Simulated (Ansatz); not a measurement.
# C: the cost of one run

Method: DFT PBEsol, scalar-relativistic, plane waves, PAW, in Ansatz 0.2.0.

A COD entry behind a cell of this session may itself be a prediction, so a difference from it is no test against experiment.

17 further runs of the same task are left out: 1 that didn't finish, 16 set aside as unsound or not needed. Runs told in other sessions of the task aren't counted.

## 1. Starting point

It takes space group R-3m (No. 166, trigonal). Conventional cell: a = 2.507 Å, b = 2.507 Å, c = 30.949 Å, α = 90.00°, β = 90.00°, γ = 120.00°. C (site symmetry 3m) has 4 C at 1.54 Å in its first shell of neighbours. C (site symmetry 3m) has 4 C at 1.54 to 1.56 Å in its first shell of neighbours.

Coordinates:

```cif
data_structure
_symmetry_space_group_name_H-M 'R-3m:H'
_symmetry_Int_Tables_number 166
_cell_length_a 2.5068
_cell_length_b 2.5068
_cell_length_c 30.9487
_cell_angle_alpha 90.000
_cell_angle_beta 90.000
_cell_angle_gamma 120.000
_cell_volume 168.43
loop_
_atom_site_label
_atom_site_type_symbol
_atom_site_symmetry_multiplicity
_atom_site_Wyckoff_symbol
_atom_site_fract_x
_atom_site_fract_y
_atom_site_fract_z
_atom_site_occupancy
C1 C 6 c 0.33333 0.66667 0.69149 1
C2 C 6 c 0.33333 0.66667 0.77535 1
C3 C 6 c 0.33333 0.66667 0.82503 1
C4 C 6 c 0.66667 0.33333 0.70820 1
C5 C 6 c 0.66667 0.33333 0.75865 1
```

This cell was relaxed beforehand with the same method: volume 5.61 Å³/atom, gap on the mesh 4.39 eV.

## 2. The scan

The energy is mapped over the lattice constants a and c of the conventional cell.

- lattice constant a (and b): 7 values from 2.432 to 2.582 Å
- lattice constant c: 7 values from 28.47 to 33.42 Å

Nothing else is relaxed (fractional coordinates fixed). Energies count from the relaxed crystal. Points are written as (first, second).

## 3. Point (2.432 Å, 28.47 Å)

Contents of input.yaml:

```yaml
crystal:
  lattice:
    - [1.2158, 0.7019424573, 9.4909333333]
    - [-1.2158, 0.7019424573, 9.4909333333]
    - [0.0, -1.4038849146, 9.4909333333]
  atoms:
    - { symbol: C, position: [0.0248220069, 0.0248220069, 0.0248220069] }
    - { symbol: C, position: [0.9751779931, 0.9751779931, 0.9751779931] }
    - { symbol: C, position: [0.1086877374, 0.1086877374, 0.1086877374] }
    - { symbol: C, position: [0.8913122626, 0.8913122626, 0.8913122626] }
    - { symbol: C, position: [0.1583652898, 0.1583652898, 0.1583652898] }
    - { symbol: C, position: [0.8416347102, 0.8416347102, 0.8416347102] }
    - { symbol: C, position: [0.3748635523, 0.3748635523, 0.3748635523] }
    - { symbol: C, position: [0.6251364477, 0.6251364477, 0.6251364477] }
    - { symbol: C, position: [0.4253181912, 0.4253181912, 0.4253181912] }
    - { symbol: C, position: [0.5746818088, 0.5746818088, 0.5746818088] }
basis:
  ecutwfc: 520.0
kpoints:
  mp_grid: { grid: [12, 12, 12] }
hamiltonian:
  xc: pbesol
  pseudopotentials: { kind: paw, azcp: { folder: soft_1 } }
scf:
  occupations: { method: gaussian, width: 0.05 }
output:
  forces: true
  stress: true
  eigenvalues: true
```

The run is started by

```console
ansatz run input.yaml --threads 2 --pin off --max-ram 4096MiB --backend cpu --events-out ev --progress --plain --runs-dir out
```

**Question.** How long does this run take on 2 threads of Arm Neoverse V1, shared host, and how much memory does it need?

About 12 s, with a peak of 0.52 GiB.
